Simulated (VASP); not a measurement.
Crystal: Li2O.

```
CELL_PARAMETERS angstrom
0.00000 2.06385 2.06385
2.06385 0.00000 2.06385
2.06385 2.06385 0.00000
ATOMIC_POSITIONS crystal
O 0.00000 0.00000 0.00000
Li 0.25000 0.25000 0.25000
Li 0.75000 0.75000 0.75000
```

The cell was built by a generator and needn't be a form met in nature.

| Item | Value |
| --- | --- |
| Program | VASP 6.6.1 |
| Task | relaxation of cell and atoms |
| Functional | PBE |
| Potentials or basis | VASP PAW PBE potentials, release 64 (O, Li_sv) |
| Cutoff | 600 eV |
| k mesh | 10 × 10 × 10 |
| Occupations | fermi-dirac, width 0.02 eV |
| Spin | no spin polarisation |

At the start: pressure 53.9 GPa; volume 5.86 Å³/atom.

Problem. How do energy, volume and symmetry change on relaxing?

Solution. Over 19 steps the energy falls by 303.0 meV/atom and the volume is 8.18 Å³/atom (+39.6 %); space group Fm-3m (No. 225, to 0.05 Å).

The path:
| step | energy change (eV) | largest force (eV/Å) | pressure (GPa) | volume (Å³) |
| --- | --- | --- | --- | --- |
| 1 | 0.0000 | 0.0000 | 53.86 | 17.58 |
| 2 | -0.8818 | 0.0000 | 6.24 | 23.09 |
| 3 | -0.9009 | 0.0000 | -3.00 | 25.37 |
| 4 | -0.9089 | 0.0000 | -0.13 | 24.57 |
| 5 | -0.9088 | 0.0000 | 0.46 | 24.41 |
| 6 | -0.9088 | 0.0000 | 0.47 | 24.41 |
| 7 | -0.9088 | 0.0000 | 0.46 | 24.41 |
| 8 | -0.9088 | 0.0000 | 0.46 | 24.41 |
| 9 | -0.9088 | 0.0000 | 0.46 | 24.41 |
| 10 | -0.9088 | 0.0000 | 0.46 | 24.42 |
| 11 | -0.9088 | 0.0000 | 0.45 | 24.42 |
| 12 | -0.9088 | 0.0000 | 0.45 | 24.42 |
| 13 | -0.9088 | 0.0000 | 0.45 | 24.42 |
| 14 | -0.9088 | 0.0000 | 0.44 | 24.42 |
| 15 | -0.9088 | 0.0000 | 0.43 | 24.42 |
| 16 | -0.9088 | 0.0000 | 0.40 | 24.43 |
| 17 | -0.9088 | 0.0000 | 0.34 | 24.45 |
| 18 | -0.9089 | 0.0000 | 0.22 | 24.48 |
| 19 | -0.9089 | 0.0000 | -0.01 | 24.54 |

Final structure:
```
O Li
1.0
     0.00000    2.30636    2.30636
     2.30636    0.00000    2.30636
     2.30636    2.30636    0.00000
O Li
1 2
Cartesian
  0.0000 0.0000 0.0000
  1.1532 1.1532 1.1532
  3.4595 3.4595 3.4595
```

Caveat: the cutoff is under 1.25 times the usual one of these potentials, so pressure, stress and relaxed cells hold a basis-set (Pulay) error; the volume moved by over 15 % at a fixed basis, so the end points are rough.
